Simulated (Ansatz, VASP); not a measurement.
**Mo in VASP and in Ansatz**

```
Mo
1.0
    -1.56941    1.56941    1.56941
     1.56941   -1.56941    1.56941
     1.56941    1.56941   -1.56941
Mo
1
Direct
  0.00000 0.00000 0.00000
```

Change from the starting cell: volume scaled by 0.98, PAW files.

Alike in both runs: task electric field gradients; functional PBE; k mesh 16 × 16 × 16; occupations fermi-dirac, width 0.03 eV; no spin polarisation.

```csv
,VASP,Ansatz
version,VASP 6.6.1,Ansatz 0.2.0
potentials or method,"VASP PAW PBE potentials, release 64 (Mo_sv)","PAW with Ansatz's default frozen-core files, scalar-relativistic"
plane-wave cutoff (eV),520,420
valence electrons in the cell,14,14
```

|  | VASP | Ansatz | Ansatz less VASP |
| --- | --- | --- | --- |
| pressure (GPa) | 6.1 | 5.5 | -0.56 |
| Vzz of the field gradient on the site that differs most (V/Å²) | 0.0 | 0.0 | 0.00 |

The functional is the same, so the differences come from potentials, cutoffs and numerics. Ansatz warned: «gradients_without_spin_orbit».
